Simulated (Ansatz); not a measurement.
A run of Ansatz 0.2.0 is set up as follows.

Contents of input.yaml:

```yaml
crystal:
  lattice:
    - [0.0, 3.15085, 3.15085]
    - [3.15085, 0.0, 3.15085]
    - [3.15085, 3.15085, 0.0]
  atoms:
    - { symbol: Te, position: [0.5, 0.5, 0.5] }
    - { symbol: Sn, position: [0.0, 0.0, 0.0] }
kpoints:
  mp_grid: { grid: [5, 5, 5] }
  band_path:
    path:
      - [0.0, 0.0, 0.0]
      - [0.5, 0.0, 0.5]
      - [0.5, 0.25, 0.75]
      - [0.375, 0.375, 0.75]
      - [0.0, 0.0, 0.0]
      - [0.5, 0.5, 0.5]
      - [0.625, 0.25, 0.625]
      - [0.5, 0.25, 0.75]
    npoints: 6
scf:
  occupations: { method: fermi_dirac, width: 0.05 }
hamiltonian:
  xc: pbe
  pseudopotentials: { kind: all_electron, lapw: { basis_error: 0.001 } }
magnetization:
  noncollinear: true
  spin_orbit: true
output:
  forces: true
  stress: true
  eigenvalues: true
```

Potentials or basis: all-electron LAPW, relativistic spinors.

Launch:

```console
$ ansatz run input.yaml --threads 1 --pin off --max-ram 3072MiB --backend cpu --events-out ev --progress --plain --runs-dir out
```

(1) Estimate the pressure.

(2) Estimate the band gap along the path.

Answers

(1) 2.2 GPa.

(2) 0.26 eV, direct.

Caveat: this odd mesh misses L, where the gap lies, so gap, dielectric constants and Born charges aren't listed.

**What was measured.**

From a printed reference work, textbook, for a bulk crystal of SnTe at 300 K: band gap 0.18 eV (direct).

Measured gap of SnTe: 0.18 eV (direct; 300 K; a printed reference work, textbook). This calculation gives 0.26 eV (+0.08 eV). The value is that of PBE, without temperature or zero-point motion.
